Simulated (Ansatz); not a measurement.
# Ta3H: the cost of one run

Method: DFT PBE, scalar-relativistic, plane waves, PAW, in Ansatz 0.2.0.

7 further runs of the same task are left out: 2 that didn't finish, 5 set aside as unsound or not needed.

### 1 The starting structure

The structure is monoclinic, space group Cm (No. 8). The conventional cell has a = 3.319 Å, b = 4.694 Å, c = 20.027 Å, α = 90.00°, β = 90.00°, γ = 90.00°. Around Ta (site symmetry m) lie 6 Ta at 2.81 to 2.87 Å. Ta (site symmetry m) has 8 Ta at 2.81 to 2.87 Å as nearest neighbours. Around Ta (site symmetry m) lie 1 H at 1.82 Å. Around H (site symmetry m) lie 1 Ta at 1.82 Å.

As a file:

```cif
data_structure
_symmetry_space_group_name_H-M 'P 1'
_symmetry_Int_Tables_number 1
_cell_length_a 2.8743
_cell_length_b 2.8743
_cell_length_c 20.0267
_cell_angle_alpha 90.000
_cell_angle_beta 90.000
_cell_angle_gamma 109.471
_cell_volume 155.99
loop_
_atom_site_label
_atom_site_type_symbol
_atom_site_fract_x
_atom_site_fract_y
_atom_site_fract_z
_atom_site_occupancy
Ta1 Ta 0.50000 0.50000 0.19973 1
Ta2 Ta 0.00000 0.00000 0.31277 1
Ta3 Ta 0.50000 0.50000 0.42577 1
H1 H 0.66667 0.66667 0.51212 1
```

This is the geometry of the first run shown, built on a cell relaxed beforehand with the same method.

### 2 What is varied

Atoms count from 1 in the order of the input.

H is moved over the surface cell; relaxed at each place: the height of the adsorbate's atoms; substrate rigid; the origin of the map has the adsorbate above Ta3.

- position of H4 along the first surface vector, from above Ta3: 6 values from 0.000 to 0.833, periodic
- position of H4 along the second surface vector, from above Ta3: 6 values from 0.000 to 0.833, periodic

Relaxed at each point: the height of the adsorbate's atoms; substrate rigid. Points are written as (first, second).

The two vectors of the plane (Å): (2.874, 0.000, 0.000); (-0.958, 2.710, 0.000).

### 3 The run at (1/6, 1/6) of the map's two axes

input.yaml

```yaml
crystal:
  lattice:
    - [2.8743098524, 0.0, 0.0]
    - [-0.9581032841, 2.7099253172, 0.0]
    - [0.0, 0.0, 20.026689704]
  atoms:
    - { symbol: Ta, position: [0.5, 0.5, 0.1997334587] }
    - { symbol: Ta, position: [0.0, 0.0, 0.3127671377] }
    - { symbol: Ta, position: [0.5, 0.5, 0.4257663064] }
    - { symbol: H, position: [0.6666666667, 0.6666666667, 0.5121230591] }
basis:
  ecutwfc: 420
kpoints:
  mp_grid: { grid: [10, 10, 1] }
hamiltonian:
  xc: pbe
  pseudopotentials: { kind: paw, azcp: { folder: soft_1 } }
scf:
  occupations: { method: gaussian, width: 0.1 }
output:
  forces: true
  eigenvalues: true
relax:
  adjacent_minimum: "off"
  f_tol: 0.025
  max_steps: 16
  constraints: [{ sites: [0, 1, 2] }, { sites: [3], fix: xy }]
efield:
  axis: 3
  dipole_correction: true
  ramp_width: 0.04
```

The run is started by

```sh
> ansatz run input.yaml --threads 1 --pin off --max-ram 3072MiB --backend cpu --events-out ev --progress --plain --runs-dir out
```

**Question.** How long does this run take on 1 thread of Arm Neoverse V2, shared host, and how much memory does it need?

About 34 s, with a peak of 0.38 GiB.
